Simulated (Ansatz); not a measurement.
Starting cell, BaSnO3 (cubic perovskite):

```
CELL_PARAMETERS angstrom
      4.13132     0.00000     0.00000
      0.00000     4.13132     0.00000
      0.00000     0.00000     4.13132
ATOMIC_POSITIONS crystal
  Ba 0.00000 0.00000 0.00000
  Sn 0.50000 0.50000 0.50000
  O  0.00000 0.50000 0.50000
  O  0.50000 0.50000 0.00000
  O  0.50000 0.00000 0.50000
```

Scan: atom 5 (O, nearest neighbour Sn at 2.066 Å; its periodic images, 4.1 Å or more away, move with it) is displaced along Cartesian [110], direction (0.707, 0.707, 0.000) in Cartesian axes, by s. The other atoms stay.

These are r2SCAN (plane waves to 500 eV, PAW, scalar-relativistic; Ansatz, a program for electronic structure) values and carry that method's errors. k mesh 7×7×7 (Γ-centred), Fermi-Dirac smearing 0.05 eV. The energy includes the smearing's −TS. BaSnO3 was relaxed with its symmetry unable to fall. The zero of ΔE is the undisplaced structure.

```
s (Å)   ΔE (eV/cell)
------  ------------
-0.210        0.2667
-0.168    (withheld)
-0.126        0.0945
-0.084        0.0418
-0.042    (withheld)
0.000         0.0000
0.042     (withheld)
0.084         0.0418
0.126         0.0945
0.168     (withheld)
0.210         0.2667
```

**Question.** Fill in the missing entries.

**Answer.** 
- -0.168, ΔE (eV/cell): 0.1692
- -0.042, ΔE (eV/cell): 0.0104
- 0.042, ΔE (eV/cell): 0.0104
- 0.168, ΔE (eV/cell): 0.1692

(A displaced cell: forces are minus the slopes of the energy, force constants its curvatures, and phonons follow from these.)
